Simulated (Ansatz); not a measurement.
# PbS (Galena) (Fm-3m) in Ansatz: a series of runs, part 2 of 2

Ansatz 0.2.0.

## (5) Relaxation of cell and atoms, RPBE+D4

The input, input.yaml:

```yaml
crystal:
  lattice:
    - [0.0, 2.96575, 2.96575]
    - [2.96575, 0.0, 2.96575]
    - [2.96575, 2.96575, 0.0]
  atoms:
    - { symbol: Pb, position: [0.0, 0.0, 0.0] }
    - { symbol: S, position: [0.5, 0.5, 0.5] }
hamiltonian:
  xc: rpbe
  pseudopotentials: { kind: paw }
  dispersion: d4
kpoints:
  mp_grid: { grid: [8, 8, 8] }
scf:
  occupations: { method: fermi_dirac, width: 0.05 }
output:
  forces: true
  stress: true
relax:
  f_tol: 0.01
  max_steps: 40
  cell: { stress_tol: 0.05 }
```

Potentials or basis: Ansatz PAW.

Launch:

```
$ ansatz run input.yaml --threads 2 --pin off --max-ram 5632MiB --backend cpu --events-out ev --progress --plain --runs-dir out
```

The log of the run:

```text
Warning: RAYON_NUM_THREADS=2 ignored (pool sized by the plan → 2); use --threads N
Engine: ansatz 0.2.0, aarch64-unknown-linux-gnu
Pseudopotentials: kind: paw
Pseudopotential: Pb, paw, valence charge 14, recommended cutoff 420 eV (normal), Pb.paw.azcp
Pseudopotential: S, paw, valence charge 6, recommended cutoff 420 eV (normal), S.paw.azcp
Functional definition: RPBE
  parameter kappa = 0.804
  parameter beta = 0.06672455060314922
  exchange = rpbe_x(kappa = kappa, mu = beta*pi^2/3)
  correlation = pbe_c(beta = beta)
Crystal: 2 atoms, lattice volume = 52.172 Å³
Basis set: ecut = 420 eV, 965 PW (Γ), exchange–correlation on 60×60×60 points (8 copies of the dense FFT grid, shifted against one another)
Bands: 14, of which v1, the nominal top of the filled ones, is band 10 counted from 1 (9 counted from 0)
Symmetry: 48 space group operations
Space group: Fm-3m (ITA 225), of the structure as read, at distance tolerance 3.7e-5 Å
k-points: 29 of 512
Non-local potential: Pb, projectors of the file, l = 0: 2, l = 1: 2, l = 2: 2, l = 3: 2
Non-local potential: S, projectors of the file, l = 0: 2, l = 1: 2, l = 2: 2
PAW form: soft (Blöchl's): semilocal exchange-correlation on the pseudo side does not see the compensation charge
[... 79 lines left out ...]
  E_xc         = -319.254471
  E_vxc        = -220.281788  (∫ρ·V_xc dr)
  E_paw        = -11021.674455  (= ΣΔE_a)
  E_vpaw       = -334.734425  (= ΣTr[D̂ρ^β])
  E_aug_tail   = 0.000054  (compensation charges beyond the density's cutoff)
  E_ewald      = -1510.609814
  E_disp       = -1.418663  (pairwise vdW)
  E_core_change = 0.041508  (= ΣΔE_core)
  E_smearing   = -0.000077  (= −TS)
  E_closure    = 0.000000  (closes the sum)
  Σ components = -12829.688247   (vs F -12829.688247, Δ=0.00e0)
--- Forces (eV/Å), atoms counted from 1 ---
  atom   1  Pb    -0.00000000     0.00000000    -0.00000000
  atom   2  S      0.00000000    -0.00000000     0.00000000
  max |Σ_I F_I| component: 1.26e-29 eV/Å
--- Stress (GPa, compression-positive) ---
       -0.003104      -0.000000      -0.000000
       -0.000000      -0.003104      -0.000000
       -0.000000      -0.000000      -0.003104
  P = ⅓ Tr σ = -0.0031 GPa (-0.031 kbar)
--- Relaxed structure (3 steps of the walk, 3 accepted, 1 SCFs on fresh bases) ---
  F+E_penalty+E_count = -12829.68824734 eV   max|allowed force component| = 9.466e-30 eV/Å   (the final SCF, on the basis selected at the relaxed cell)
  cell:  # Å, volume = 52.4566 Å³
    - [-2.5476860164477946e-34, 2.971142322850605, 2.971142322850605]
    - [2.971142322850605, 1.1464587074015075e-34, 2.971142322850605]
    - [2.971142322850605, 2.971142322850605, 5.095372032895589e-34]
  atoms:
    - { symbol: Pb, position: [-5.918924040125175e-37, 6.764484617299318e-37, 1.5220090389031517e-36] }
    - { symbol: S, position: [0.49999999999999994, 0.49999999999999994, 0.49999999999999994] }
```

Run time: 3.2 s. Hardware: 2 threads of Arm Neoverse V1, shared host; peak memory 0.32 GiB.

What came out:

```yaml
Free_energy: -12829.6882 eV
Relaxed_volume: 26.23 Å³/atom
Relaxed_cell: a = 4.202 Å, b = 4.202 Å, c = 4.202 Å, α = 60.00°, β = 60.00°, γ = 60.00°
Space_group_after_relaxing_to_0.05_Å: Fm-3m (No. 225)
Energy_gained_by_relaxing: 0.1 meV/atom
Ionic_steps: 4
Pressure_after_relaxing: 0.0 GPa
Band_gap_on_the_k_mesh: 0.47 eV
```

Step by step:
```csv
step,energy change (eV),largest force (eV/Å),volume (Å³)
1,0.0000,0.0000,52.17
2,-0.0002,0.0000,52.59
3,-0.0002,0.0000,52.46
4,-0.0003,0.0000,52.46
```

Final structure:
```cif
data_structure
_symmetry_space_group_name_H-M 'P 1'
_symmetry_Int_Tables_number 1
_cell_length_a 4.2018
_cell_length_b 4.2018
_cell_length_c 4.2018
_cell_angle_alpha 60.000
_cell_angle_beta 60.000
_cell_angle_gamma 60.000
_cell_volume 52.46
loop_
_atom_site_label
_atom_site_type_symbol
_atom_site_fract_x
_atom_site_fract_y
_atom_site_fract_z
_atom_site_occupancy
Pb1 Pb 0.00000 0.00000 0.00000 1
S1 S 0.50000 0.50000 0.50000 1
```

Caveat: the plane-wave basis is chosen anew once the cell has moved, so the energies of steps on either side of that aren't comparable; spin-orbit coupling is left out, which as a rule narrows the gap of such compounds by several tenths of an eV; the PAW data sets come from PBE, with cores solved anew for the run's functional, which leaves a small shift of forces and pressure.

## (6) Relaxation of cell and atoms, revPBE+D3(BJ)

input.yaml: that of step 5 with these lines changed.

```diff
@@ -9,5 +9,5 @@
 hamiltonian:
-  xc: rpbe
+  xc: revpbe
   pseudopotentials: { kind: paw }
-  dispersion: d4
+  dispersion: d3bj
 kpoints:
@@ -19,2 +19,6 @@
   stress: true
+  write_density: true
+  write_potential: true
+  elf: true
+  volumetric_format: npy
 relax:
```

Potentials or basis: Ansatz PAW.

Launch:

```
$ ansatz run input.yaml --threads 2 --pin off --max-ram 5632MiB --backend cpu --events-out ev --progress --plain --runs-dir out
```

Run time: 3.3 s. Hardware: 2 threads of Arm Neoverse V1, shared host; peak memory 0.33 GiB.

Results (log left out):

```yaml
Free_energy: -12824.1933 eV
Relaxed_volume: 25.90 Å³/atom
Relaxed_cell: a = 4.184 Å, b = 4.184 Å, c = 4.184 Å, α = 60.00°, β = 60.00°, γ = 60.00°
Space_group_after_relaxing_to_0.05_Å: Fm-3m (No. 225)
Energy_gained_by_relaxing: 0.2 meV/atom
Ionic_steps: 4
Pressure_after_relaxing: 0.0 GPa
Band_gap_on_the_k_mesh: 0.40 eV, direct
```

Step by step:
| step | energy change (eV) | largest force (eV/Å) | volume (Å³) |
| --- | --- | --- | --- |
| 1 | 0.0000 | 0.0000 | 52.17 |
| 2 | -0.0004 | 0.0000 | 51.60 |
| 3 | -0.0005 | 0.0000 | 51.80 |
| 4 | -0.0005 | 0.0000 | 51.80 |

Final structure:
```
Pb S
1.0
     0.00000    2.95869    2.95869
     2.95869    0.00000    2.95869
     2.95869    2.95869    0.00000
Pb S
1 1
Direct
  0.00000 0.00000 0.00000
  0.50000 0.50000 0.50000
```

Levels at points of the mesh, in eV from the valence-band top:
```
             k point  band 6  band 7  band 8  band 9  band 10  band 11  band 12  band 13  band 14
  (0.00, 0.00, 0.00)  -13.67   -6.00   -2.24   -2.24    -2.24     5.26     5.26     5.26     6.70
 (0.00, 0.00, -0.50)  -12.43   -8.88   -1.84   -1.84     0.00     0.40     1.96     1.96     8.76
(0.00, -0.50, -0.50)  -11.98   -7.19   -5.26   -3.50    -3.50     3.88     5.64     5.74     5.74
```

Caveat: the plane-wave basis is chosen anew once the cell has moved, so the energies of steps on either side of that aren't comparable; spin-orbit coupling is left out, which as a rule narrows the gap of such compounds by several tenths of an eV; the PAW data sets come from PBE, with cores solved anew for the run's functional, which leaves a small shift of forces and pressure. A k mesh can miss the band edges.

## (7) Overview

| level | gap on the mesh (eV) | pressure (GPa) | relaxed volume (Å³/atom) |
| --- | --- | --- | --- |
| PBEsol+D3(BJ) | - | 0.0 | 24.78 |
| PBEsol+D4 | - | 0.0 | 25.15 |
| RPBE+D3(BJ) | - | 0.0 | 21.74 |
| RPBE+D4 | 0.47 | 0.0 | 26.23 |
| revPBE+D3(BJ) | 0.40 | 0.0 | 25.90 |

Alike in all rows: task relaxation of cell and atoms; potentials or basis Ansatz PAW; no spin polarisation; cell relaxed; k mesh 8 × 8 × 8; cutoff (eV) 420; smearing fermi-dirac 0.05 eV.

Caveats: the plane-wave basis is chosen anew once the cell has moved, so the energies of steps on either side of that aren't comparable; the PAW data sets come from PBE, with cores solved anew for the run's functional, which leaves a small shift of forces and pressure; spin-orbit coupling is left out, which as a rule narrows the gap of such compounds by several tenths of an eV (some runs); the volume moved by over 15 % at a fixed basis, so the end points are rough (some runs); the volume moved by -17 % from the deposited cell, more than functionals usually miss (some runs).

Absolute energies hang on the potentials; compare differences alone.
